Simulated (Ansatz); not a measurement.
# The MXene Nb3C2: bands and core levels

What would XPS and angle-resolved spectra of the MXene Nb3C2 look like?

Calculated with Ansatz 0.2.0; DFT, PBE, plane-wave PAW, default files, scalar-relativistic.

## 1. The starting structure

The cell holds 5 atoms: 3 Nb and 2 C. Its edges and angles: a = 3.140 Å, b = 3.140 Å, c = 19.800 Å, α = 90.0°, β = 90.0°, γ = 120.0°. It derives from Nb3C2. How the cell was made: MXene sheet; termination: bare; lattice typed at the start. Regions: L1, 1 atom (1 Nb); L2, 1 atom (1 C); L3, 1 atom (1 Nb); in, 1 atom (1 C); rest, 1 atom (1 Nb). Vacuum lies along c.

## 2. Relaxation

The cut or typed positions aren't at rest, and spectra shift with geometry, so the relaxation comes first.

input.yaml reads:

```yaml
crystal:
  lattice:
    - [3.14, 0.0, 0.0]
    - [-1.57, 2.7193197679, 0.0]
    - [0.0, 0.0, 19.8]
  atoms:
    - { symbol: Nb, position: [0.333333333, 0.666666667, 0.621212121] }
    - { symbol: C, position: [0.0, 0.0, 0.560606061] }
    - { symbol: Nb, position: [0.666666667, 0.333333333, 0.5] }
    - { symbol: C, position: [0.333333333, 0.666666667, 0.439393939] }
    - { symbol: Nb, position: [0.0, 0.0, 0.378787879] }
kpoints:
  mp_grid: { grid: [12, 12, 1] }
scf:
  occupations: { method: fermi_dirac, width: 0.05 }
  n_extra_bands: 8
hamiltonian:
  xc: pbe
  pseudopotentials: { kind: paw }
output:
  forces: true
  write_potential: true
  volumetric_format: []
relax:
  f_tol: 0.03
  max_steps: 45
  cell: { fix: [c, alpha, beta] }
```

Started as:

```sh
$ ansatz run input.yaml --threads 4 --pin off --max-ram 6144MiB --backend cpu --events-out ev --progress --plain --runs-dir out
```

Numbers of over 12 decimals in the logs are rounded to 6 here.

The program printed:

```text
scf.n_extra_bands = 8 over 24 filled bands (N_el = 47.0): the run solves 32 bands
Engine: ansatz 0.2.0, aarch64-unknown-linux-gnu
Pseudopotentials: kind: paw
Pseudopotential: Nb, paw, valence charge 13, recommended cutoff 420 eV (normal), Nb.paw.azcp
Pseudopotential: C, paw, valence charge 4, recommended cutoff 420 eV (normal), C.paw.azcp
Functional definition: PBE
  parameter kappa = 0.804
  parameter beta = 0.066725
  exchange = pbe_x(kappa = kappa, mu = beta*pi^2/3)
  correlation = pbe_c(beta = beta)
Crystal: 5 atoms, lattice volume = 169.066 Å³
Basis set: ecut = 420 eV, 3271 PW (Γ), exchange–correlation on 48×48×270 points (8 copies of the dense FFT grid, shifted against one another)
Bands: 32, of which v1, the nominal top of the filled ones, is band 24 counted from 1 (23 counted from 0)
Symmetry: 12 space group operations
Space group: P-3m1 (ITA 164), of the structure as read, at distance tolerance 5.5e-5 Å
k-points: 19 of 144
Non-local potential: Nb, projectors of the file, l = 0: 3, l = 1: 2, l = 2: 2, l = 3: 1
Non-local potential: C, projectors of the file, l = 0: 2, l = 1: 2, l = 2: 1
PAW form: soft (Blöchl's): semilocal exchange-correlation on the pseudo side does not see the compensation charge
PAW one-centre angular grid: Nb, 590 points (default); XC on 64 Gauss nodes
PAW one-centre angular grid: C, 110 points (default); XC on 64 Gauss nodes
Initial density: superposition of atomic densities (neutral atoms: chi_scale 0, normalization atom), corrected by the library's trained network
Initial wavefunctions: pseudopotential atomic-orbital guess
Functional: x = pbe(κ = 0.804, μ = 0.219515), c = pbe(β = 0.066725)
SCF iter   1: F=—  HF=-14158.646926 eV  |F-HF|=—  |Δ(HF+E_count)|=         —  Δρ=4.65e-3  dr2=2.20e-1  ethr=1.77e-3  ⟨swp⟩=8.5  Hψ=3318  notcnv=0
preconditioner: auto → LDOS  [metal: Δε(μ)=0.018 eV  Ē_g=7.024 eV  σ=0.050 eV  W_gap=0.09  n_scr=12 (ndim 8)  ℏωp=13.7 eV  f_vac=0.543  D(μ)=4.99/eV (n_scr^D=14)  β→1.0]
SCF iter   2: F=—  HF=-14158.632543 eV  |F-HF|=—  |Δ(HF+E_count)|=   1.44e-2  Δρ=1.98e-3  dr2=1.25e-2  ethr=4.69e-4  ⟨swp⟩=2.0  Hψ=896  notcnv=0  defer=20
SCF iter   3: F=—  HF=-14158.631707 eV  |F-HF|=—  |Δ(HF+E_count)|=   8.36e-4  Δρ=6.66e-4  dr2=1.96e-3  ethr=2.65e-5  ⟨swp⟩=2.4  Hψ=1050  notcnv=0  defer=21
SCF iter   4: F=—  HF=-14158.631576 eV  |F-HF|=—  |Δ(HF+E_count)|=   1.32e-4  Δρ=1.45e-4  dr2=1.31e-4  ethr=4.17e-6  ⟨swp⟩=2.0  Hψ=777  notcnv=0  defer=21
SCF iter   5: F=—  HF=-14158.631585 eV  |F-HF|=—  |Δ(HF+E_count)|=   9.79e-6  Δρ=9.28e-5  dr2=2.29e-5  ethr=2.79e-7  ⟨swp⟩=2.8  Hψ=1029  notcnv=0  defer=21
SCF iter   6: F=—  HF=-14158.631511 eV  |F-HF|=—  |Δ(HF+E_count)|=   7.46e-5  Δρ=2.34e-5  dr2=3.15e-6  ethr=4.88e-8  ⟨swp⟩=2.9  Hψ=1050  notcnv=0  defer=20
SCF iter   7: F=—  HF=-14158.631511 eV  |F-HF|=—  |Δ(HF+E_count)|=   4.08e-7  Δρ=6.88e-6  dr2=1.15e-7  ethr=6.71e-9  ⟨swp⟩=2.9  Hψ=944  notcnv=0  defer=20
SCF iter   8: F=-14158.631511 eV  HF=-14158.631511 eV  |F-HF|=2.92e-8  |Δ(HF+E_count)|=   6.30e-8  Δρ=2.57e-6  dr2=1.75e-8  ethr=2.13e-10  ⟨swp⟩=11.5  Hψ=4560  notcnv=0
SCF 1 converged in 8 iterations: F = -14158.631511 eV  dr2 = 1.75e-8
  greatest PAW one-centre occupation: 0.998 electrons in one spin orbital (limit 2), on the Nb atom at site 2 (counted from 0), in its partial waves of l = 0
relax step   1: F+E_penalty+E_count = -14158.63151129 eV  Δ(F+E_penalty+E_count) = +0.000e0 eV  max|allowed force component| = 2.182e0 eV/Å  Δτ_max = 0.0000 Å  P = +2.743 GPa  Ω = 169.066 Å³  fix = [c, alpha, beta]  reactions: c +5.197 GPa  (8 SCF iters, dr2 threshold 1.00e-7 eV, accepted)
Crystal: 5 atoms, lattice volume = 164.259 Å³
Basis set: ecut = 420 eV, 3175 PW (Γ), exchange–correlation on 48×48×270 points (8 copies of the dense FFT grid, shifted against one another)
Initial density: handed on by an earlier stage of this run
Initial wavefunctions: those handed on with the density
SCF iter   1: F=—  HF=-14159.190671 eV  |F-HF|=—  |Δ(HF+E_count)|=         —  Δρ=2.19e-2  dr2=3.60e0  ethr=3.10e-3  ⟨swp⟩=9.7  Hψ=3095  notcnv=0
preconditioner: auto → LDOS  [metal: Δε(μ)=0.026 eV  Ē_g=6.780 eV  σ=0.050 eV  W_gap=0.13  n_scr=12 (ndim 8)  ℏωp=13.9 eV  f_vac=0.526  D(μ)=5.16/eV (n_scr^D=32)  β→1.0]
SCF iter   2: F=—  HF=-14158.912001 eV  |F-HF|=—  |Δ(HF+E_count)|=   2.79e-1  Δρ=8.57e-3  dr2=2.70e-1  ethr=3.10e-3  ⟨swp⟩=2.2  Hψ=1073  notcnv=0  defer=29
SCF iter   3: F=—  HF=-14158.881790 eV  |F-HF|=—  |Δ(HF+E_count)|=   3.02e-2  Δρ=4.81e-3  dr2=7.32e-2  ethr=5.74e-4  ⟨swp⟩=2.6  Hψ=982  notcnv=0  defer=29
SCF iter   4: F=—  HF=-14158.868050 eV  |F-HF|=—  |Δ(HF+E_count)|=   1.37e-2  Δρ=7.68e-4  dr2=2.60e-3  ethr=1.56e-4  ⟨swp⟩=2.1  Hψ=1028  notcnv=0  defer=29
SCF iter   5: F=—  HF=-14158.867756 eV  |F-HF|=—  |Δ(HF+E_count)|=   2.94e-4  Δρ=2.24e-4  dr2=1.13e-4  ethr=5.53e-6  ⟨swp⟩=2.2  Hψ=855  notcnv=0  defer=28
SCF iter   6: F=—  HF=-14158.867721 eV  |F-HF|=—  |Δ(HF+E_count)|=   3.41e-5  Δρ=5.20e-5  dr2=7.73e-6  ethr=2.41e-7  ⟨swp⟩=2.5  Hψ=966  notcnv=0  defer=28
SCF iter   7: F=—  HF=-14158.867725 eV  |F-HF|=—  |Δ(HF+E_count)|=   3.82e-6  Δρ=2.07e-5  dr2=8.49e-7  ethr=1.64e-8  ⟨swp⟩=2.5  Hψ=998  notcnv=0  defer=28
SCF iter   8: F=-14158.867725 eV  HF=-14158.867726 eV  |F-HF|=8.15e-8  |Δ(HF+E_count)|=   2.45e-7  Δρ=4.98e-6  dr2=1.47e-7  ethr=1.06e-9  ⟨swp⟩=11.8  Hψ=4820  notcnv=0
SCF 2 converged in 8 iterations: F = -14158.867725 eV  dr2 = 1.47e-7
relax step   2: F+E_penalty+E_count = -14158.86772548 eV  Δ(F+E_penalty+E_count) = -2.362e-1 eV  max|allowed force component| = 6.772e-1 eV/Å  Δτ_max = 0.1950 Å  P = -1.193 GPa  Ω = 164.259 Å³  energy of the carried Pulay correction = +2.132e-3 eV  fix = [c, alpha, beta]  reactions: c -3.523 GPa  (8 SCF iters, dr2 threshold 5.00e-7 eV, accepted)
Crystal: 5 atoms, lattice volume = 167.264 Å³
Basis set: ecut = 420 eV, 3223 PW (Γ), exchange–correlation on 48×48×270 points (8 copies of the dense FFT grid, shifted against one another)
iter 1 solved again at ethr=7.20e-4 eV; its pass at ethr=3.10e-3 eV (dr2=3.39e-1 eV) is discarded
SCF iter   1: F=—  HF=-14158.958889 eV  |F-HF|=—  |Δ(HF+E_count)|=         —  Δρ=7.41e-3  dr2=3.21e-1  ethr=7.20e-4  ⟨swp⟩=1.6  Hψ=3374  notcnv=0
preconditioner: auto → LDOS  [metal: Δε(μ)=0.031 eV  Ē_g=6.836 eV  σ=0.050 eV  W_gap=0.16  n_scr=12 (ndim 8)  ℏωp=13.8 eV  f_vac=0.532  D(μ)=5.30/eV (n_scr^D=32)  β→1.0]
SCF iter   2: F=—  HF=-14158.932034 eV  |F-HF|=—  |Δ(HF+E_count)|=   2.69e-2  Δρ=2.46e-3  dr2=1.96e-2  ethr=6.84e-4  ⟨swp⟩=2.3  Hψ=944  notcnv=0
SCF iter   3: F=—  HF=-14158.928845 eV  |F-HF|=—  |Δ(HF+E_count)|=   3.19e-3  Δρ=9.39e-4  dr2=3.46e-3  ethr=4.18e-5  ⟨swp⟩=3.4  Hψ=1394  notcnv=0
SCF iter   4: F=—  HF=-14158.928389 eV  |F-HF|=—  |Δ(HF+E_count)|=   4.56e-4  Δρ=2.45e-4  dr2=3.16e-4  ethr=7.36e-6  ⟨swp⟩=2.6  Hψ=845  notcnv=0
SCF iter   5: F=—  HF=-14158.928294 eV  |F-HF|=—  |Δ(HF+E_count)|=   9.45e-5  Δρ=5.66e-5  dr2=8.45e-6  ethr=6.72e-7  ⟨swp⟩=2.3  Hψ=882  notcnv=0
SCF iter   6: F=—  HF=-14158.928297 eV  |F-HF|=—  |Δ(HF+E_count)|=   3.04e-6  Δρ=2.10e-5  dr2=1.14e-6  ethr=1.80e-8  ⟨swp⟩=3.0  Hψ=1161  notcnv=0
SCF iter   7: F=-14158.928298 eV  HF=-14158.928298 eV  |F-HF|=9.14e-8  |Δ(HF+E_count)|=   5.53e-7  Δρ=6.72e-6  dr2=2.11e-7  ethr=1.06e-9  ⟨swp⟩=11.9  Hψ=4753  notcnv=0
SCF 3 converged in 7 iterations: F = -14158.928298 eV  dr2 = 2.11e-7
relax step   3: F+E_penalty+E_count = -14158.92829789 eV  Δ(F+E_penalty+E_count) = -6.057e-2 eV  max|allowed force component| = 3.981e-1 eV/Å  Δτ_max = 0.0745 Å  P = -0.509 GPa  Ω = 167.264 Å³  energy of the carried Pulay correction = +7.919e-4 eV  fix = [c, alpha, beta]  reactions: c -1.007 GPa  (7 SCF iters, dr2 threshold 5.00e-7 eV, accepted)
[...]
relax step   4: F+E_penalty+E_count = -14158.93927709 eV  Δ(F+E_penalty+E_count) = -1.098e-2 eV  max|allowed force component| = 4.204e-2 eV/Å  Δτ_max = 0.0279 Å  P = +1.168 GPa  Ω = 166.269 Å³  energy of the carried Pulay correction = +1.233e-3 eV  fix = [c, alpha, beta]  reactions: c +0.298 GPa  (6 SCF iters, dr2 threshold 5.00e-7 eV, accepted)
[...]
relax step   5: F+E_penalty+E_count = -14158.95461915 eV  Δ(F+E_penalty+E_count) = -1.534e-2 eV  max|allowed force component| = 1.107e-1 eV/Å  Δτ_max = 0.0243 Å  P = +0.507 GPa  Ω = 168.821 Å³  energy of the carried Pulay correction = +1.072e-4 eV  fix = [c, alpha, beta]  reactions: c +0.227 GPa  (6 SCF iters, dr2 threshold 5.00e-7 eV, accepted)
[...]
relax step   6: F+E_penalty+E_count = -14158.95905392 eV  Δ(F+E_penalty+E_count) = -4.435e-3 eV  max|allowed force component| = 1.715e-2 eV/Å  Δτ_max = 0.0240 Å  P = -0.003 GPa  Ω = 171.304 Å³  energy of the carried Pulay correction = -9.723e-4 eV  fix = [c, alpha, beta]  reactions: c +0.074 GPa  (6 SCF iters, dr2 threshold 5.00e-7 eV, accepted)
Initial wavefunctions: pseudopotential atomic-orbital guess (no wavefunctions were taken with the density)
iter 1 solved again at ethr=6.59e-8 eV; its pass at ethr=3.10e-3 eV (dr2=3.10e-5 eV) is discarded
SCF iter   1: F=—  HF=-14158.960077 eV  |F-HF|=—  |Δ(HF+E_count)|=         —  Δρ=3.54e-5  dr2=4.24e-7  ethr=6.59e-8  ⟨swp⟩=4.6  Hψ=5246  notcnv=0
preconditioner: auto → LDOS  [metal: Δε(μ)=0.036 eV  Ē_g=6.872 eV  σ=0.050 eV  W_gap=0.18  n_scr=12 (ndim 8)  ℏωp=13.6 eV  f_vac=0.542  D(μ)=4.06/eV (n_scr^D=12)  β→1.0]
SCF iter   2: F=—  HF=-14158.960086 eV  |F-HF|=—  |Δ(HF+E_count)|=   8.63e-6  Δρ=9.53e-6  dr2=1.85e-7  ethr=9.03e-10  ⟨swp⟩=3.1  Hψ=1243  notcnv=0
SCF iter   3: F=—  HF=-14158.960086 eV  |F-HF|=—  |Δ(HF+E_count)|=   2.92e-7  Δρ=3.43e-6  dr2=2.87e-8  ethr=3.93e-10  ⟨swp⟩=2.2  Hψ=834  notcnv=0
SCF iter   4: F=—  HF=-14158.960086 eV  |F-HF|=—  |Δ(HF+E_count)|=   2.37e-7  Δρ=8.78e-7  dr2=2.98e-9  ethr=6.11e-11  ⟨swp⟩=2.3  Hψ=841  notcnv=0
SCF iter   5: F=—  HF=-14158.960086 eV  |F-HF|=—  |Δ(HF+E_count)|=   2.27e-8  Δρ=4.97e-7  dr2=6.87e-10  ethr=6.34e-12  ⟨swp⟩=2.8  Hψ=1007  notcnv=0
SCF iter   6: F=-14158.960086 eV  HF=-14158.960086 eV  |F-HF|=1.02e-10  |Δ(HF+E_count)|=   5.47e-9  Δρ=1.07e-7  dr2=3.27e-11  ethr=1.00e-12  ⟨swp⟩=8.2  Hψ=4058  notcnv=0
SCF 7 converged in 6 iterations: F = -14158.960086 eV  dr2 = 3.27e-11
relax step   7: F+E_penalty+E_count = -14158.96008594 eV  Δ(F+E_penalty+E_count) = -1.032e-3 eV  max|allowed force component| = 1.706e-2 eV/Å  Δτ_max = 0.0000 Å  P = +0.002 GPa  Ω = 171.304 Å³  fix = [c, alpha, beta]  reactions: c +0.075 GPa  stress off target by 3.36e-2 GPa on what of the cell is left free  SCF on the basis re-selected at this cell (its energy is not comparable with the rows above)  (6 SCF iters)
basis re-selected at this cell: Δ(F+E_penalty+E_count) = -1.032e-3 eV, ΔP = +0.005 GPa vs the last step (what re-selecting the basis moved, of the pressure what is left beyond the Pulay correction that the steps carried, after the strain that the cell walked since its last selection, with what the two solves' SCF thresholds leave and, on support functions, any second-order correction that the steps lacked; it is no m [...]
WARN: The output density's exchange-correlation potential varies sharply where the density is thin. Do not read a vacuum level from v_tot or v_xc, or from such a field of the output density. On a cell that repeats whose density bears no net charge and no dipole along the vacuum's axis use v_es (v_loc + v_h of the components); under efield.dipole_correction with no amplitude use v_es + v_field, which holds any externa [...]
SCF converged after 6 iterations
Free energy (F): -14158.960086 eV
Harris-Foulkes:  -14158.960086 eV  (|F-HF|=1.02e-10)
Internal energy: -14158.925966 eV  (E = F + TS)
E sigma→0 (E₀):  -14158.943026 eV
Entropy (-TS):   -0.034120 eV (-6.824 meV/atom)
Fermi energy:    3.980951 eV
--- Per-component energies (eV) ---
  E_band       = -814.948131
  E_kinetic    = 1360.576876
  E_local      = -35214.982942  (includes V_loc(G=0)·N_el)
  E_nonlocal   = 409.613257
  E_hartree    = 16860.736943
  E_xc         = -623.143475
  E_vxc        = -758.542917  (∫ρ·V_xc dr)
  E_paw        = -9416.563767  (= ΣΔE_a)
  E_vpaw       = -333.086980  (= ΣTr[D̂ρ^β])
  E_aug_tail   = 0.000037  (compensation charges beyond the density's cutoff)
  E_ewald      = 12464.837104
  E_smearing   = -0.034120  (= −TS)
  E_closure    = -0.000000  (closes the sum)
  Σ components = -14158.960086   (vs F -14158.960086, Δ=0.00e0)
--- Forces (eV/Å), atoms counted from 1 ---
  atom   1  Nb     0.00000000     0.00000000     0.01706096
  atom   2  C     -0.00000000    -0.00000000    -0.00128529
  atom   3  Nb     0.00000000    -0.00000000     0.00000000
  atom   4  C      0.00000000     0.00000000     0.00128529
  atom   5  Nb    -0.00000000    -0.00000000    -0.01706096
  max |Σ_I F_I| component: 3.70e-17 eV/Å
--- Stress (GPa, compression-positive) ---
       -0.033589       0.000000      -0.000000
        0.000000      -0.033589       0.000000
       -0.000000       0.000000       0.074602
  P = ⅓ Tr σ = 0.0025 GPa (0.025 kbar)
--- Band table (eV; the first three rows and the last of 19) ---
  k-point 0: bands = [... 20 lower, 3.0377, 3.1496, 3.1496, 3.4700, 3.5188, 4.8862, 4.8862, 4.9993, ... 4 higher]
  k-point 1: bands = [... 20 lower, 2.8060, 3.0250, 3.2913, 3.5778, 3.6406, 4.5080, 4.7111, 5.2338, ... 4 higher]
  k-point 2: bands = [... 20 lower, 2.1825, 2.9591, 3.4028, 3.7114, 3.9573, 4.4675, 4.8315, 5.3939, ... 4 higher]
  k-point 18: bands = [... 20 lower, 2.9980, 3.2458, 3.5322, 3.5322, 5.2787, 5.2787, 6.0934, 6.6351, ... 4 higher]
--- Relaxed structure (6 steps of the walk, 6 accepted, 1 SCFs on fresh bases) ---
  F+E_penalty+E_count = -14158.96008594 eV   max|allowed force component| = 1.706e-2 eV/Å   (the final SCF, on the basis selected at the relaxed cell)
  cell:  # Å, volume = 171.3041 Å³
    - [3.160719, 0.0, 0]
    - [-1.580360, 2.737263, 0]
    - [0, 0, 19.8]
  atoms:
    - { symbol: Nb, position: [0.333333, 0.666667, 0.623450] }
    - { symbol: C, position: [-4.2558549260934624e-17, -1.7023419709542442e-17, 0.568465] }
    - { symbol: Nb, position: [0.666667, 0.333333, 0.500000] }
    - { symbol: C, position: [0.333333, 0.666667, 0.431535] }
    - { symbol: Nb, position: [-4.255854926092695e-17, -1.70234197095378e-17, 0.376550] }
```

Run time: 10 s. Hardware: 4 threads of Arm Neoverse V2, shared host; peak memory 0.54 GiB; 39 s of CPU time.

The steps of the relaxation:

```csv
step,energy less that of the first step (eV),largest force component (eV/Å),pressure (GPa),volume (Å³)
1,0.0000,2.1820,2.74,169.07
2,-0.2362,0.6772,-1.19,164.26
3,-0.2968,0.3981,-0.51,167.26
4,-0.3078,0.0420,1.17,166.27
5,-0.3231,0.1107,0.51,168.82
6,-0.3275,0.0172,0.00,171.30
7*,-0.3286,0.0171,0.00,171.30
```

Relaxation steps marked * repeat the geometry before them on a plane-wave basis chosen anew for their cell, so energy and pressure can jump there.

The run keeps the 12 symmetry operations that it works with, so distortions that break them were not tested.

```csv
cell as run,before,after,change
a (Å),3.140,3.161,+0.7 %
b (Å),3.140,3.161,+0.7 %
```

The atoms that moved most (Å, along periodic axes as changes of fractional coordinates times the final cell, across vacuum about the mean position):

```csv
atom,dx,dy,dz,length
C4,0.000,0.000,-0.156,0.156
C2,0.000,0.000,0.156,0.156
Nb5,0.000,0.000,-0.044,0.044
Nb1,0.000,0.000,0.044,0.044
```

The relaxed structure:

```xyz
5
Lattice="3.1607 0.0000 0.0000 -1.5804 2.7373 0.0000 0.0000 0.0000 19.8000" Properties=species:S:1:pos:R:3
Nb    0.0000    1.8248   12.3443
C     0.0000    0.0000   11.2556
Nb    1.5804    0.9124    9.9000
C     0.0000    1.8248    8.5444
Nb    0.0000    0.0000    7.4557
```

This step gave:

* free energy: -14158.9601 eV
* energy at zero smearing: -14158.9430 eV
* smearing term TS: 0.03412 eV
* Fermi energy: 3.981 eV
* symmetry operations: 12
* pressure: 0.002474 GPa
* work function, upper face: 4.601 eV
* work function, lower face: 4.601 eV

The relaxation ends with a largest force component of 0.017 eV/Å.

(Continued in part 2 of 3.)

[Logs are printed without paths, hosts, clocks, repeated set-up lines and the standing remarks that a program may print on its own settings, such as how far it seeks lower states.]

[Hosts, paths, dates, database ids (printed as entryN), source tags and the programs' standing remarks are cut or masked in the printed files.]

[Maps of the electrostatic potential energy from Ansatz leave out the sawtooth potential of an applied field or a dipole correction, so their vacuum need not be flat; work functions include it.]
